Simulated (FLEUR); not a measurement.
Co:

```
Co
1.0
     2.47200    0.00000    0.00000
    -1.23600    2.14081    0.00000
     0.00000    0.00000    4.02114
Co
2
Cartesian
  1.2360 0.7136 3.0159
  0.0000 1.4272 1.0053
```

Base run:

- Program: FLEUR MaX-R8.1 (later development tree)
- Functional: SCAN
- Potentials or basis: all-electron
- Basis: FLAPW
- Kmax: 4.54 1/bohr
- k mesh: 12 × 12 × 7
- Occupations: fermi-dirac, width 0.05 eV
- Spin: collinear spin, ferromagnetic start
- Starting moments: [2.0, 2.0] μB

Its results: net moment 3.58 μB per cell; site moments Co +1.91 μB.

Task: The run is repeated on the same cell with these changes: functional from SCAN to LDA. What comes out?

Result: Net moment 3.09 μB per cell; site moments Co +1.60 μB.

Caveats: the meta-GGA is that of a development version, with a GGA for the radial functions and cores and without core tails (some runs).

Not every run made on this cell is shown here.
